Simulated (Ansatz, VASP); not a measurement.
# CdI2: VASP beside Ansatz

The input INCAR:

```
SYSTEM = CdI2
PREC = Accurate
ENCUT = 520
EDIFF = 1E-7
ISMEAR = -1
SIGMA = 0.05
LREAL = .False.
LASPH = .True.
NELM = 60
ALGO = Normal
ISIF = 2
LWAVE = .False.
LCHARG = .False.
GGA = PE
NBANDS = 20
```

The input KPOINTS:

```
regular mesh
0
Gamma
  7 7 4
  0 0 0
```

Contents of POSCAR:

```
CdI2
1.0
    4.2998485098      0.0000000000      0.0000000000
   -2.1499242549      3.7237780420      0.0000000000
    0.0000000000      0.0000000000      6.9492603508
I Cd
2 1
Direct
    0.6666666667      0.3333333333      0.7508000000
    0.3333333333      0.6666666667      0.2492000000
    0.0000000000      0.0000000000      0.0000000000
```

File input.yaml:

```yaml
crystal:
  lattice:
    - [4.2998485098, 0.0, 0.0]
    - [-2.1499242549, 3.723778042, 0.0]
    - [0.0, 0.0, 6.9492603508]
  atoms:
    - { symbol: I, position: [0.6666666667, 0.3333333333, 0.7508] }
    - { symbol: I, position: [0.3333333333, 0.6666666667, 0.2492] }
    - { symbol: Cd, position: [0.0, 0.0, 0.0] }
hamiltonian:
  xc: pbe
  pseudopotentials: { kind: paw }
kpoints:
  mp_grid: { grid: [7, 7, 4] }
scf:
  occupations: { method: fermi_dirac, width: 0.05 }
output:
  forces: true
  stress: true
  eigenvalues: true
```

Change from the starting cell: volume scaled by 1.04.

Alike in both runs: task single point; functional PBE; k mesh 7 × 7 × 4; occupations fermi-dirac, width 0.05 eV; no spin polarisation.

```csv
,VASP,Ansatz
version,VASP 6.6.1,Ansatz 0.2.0
potentials or method,"VASP PAW PBE potentials, release 64 (I, Cd)",Ansatz PAW
plane-wave cutoff (eV),520,420
valence electrons in the cell,26,54
```

Ansatz gave:

```
gap on the k mesh at the Fermi level (eV) : 2.36
least direct gap on the mesh (eV)         : 2.48
pressure (GPa)                            : 0.5
rms of the force components (eV/Å)        : 0.040
```

What did VASP give for the same quantities?

gap on the k mesh at the Fermi level (eV): 2.35; least direct gap on the mesh (eV): 2.47; pressure (GPa): 0.6; rms of the force components (eV/Å): 0.031.

Atom by atom the forces differ by 0.009 eV/Å (rms over components). The functional is the same, so the differences come from potentials, cutoffs and numerics. The two sets of potentials don't hold the same shells in valence.

Caveats: spin-orbit coupling is left out, which moves the levels of the heavy elements; this functional lacks dispersion, which binds the layers, so the pressure and a relaxed spacing across them are unreliable; an odd mesh through Γ misses points on the zone boundary, where band edges often lie (VASP); odd divisions of the mesh miss points on the zone boundary, where band edges often lie, so the gap on the mesh can be too wide (Ansatz).
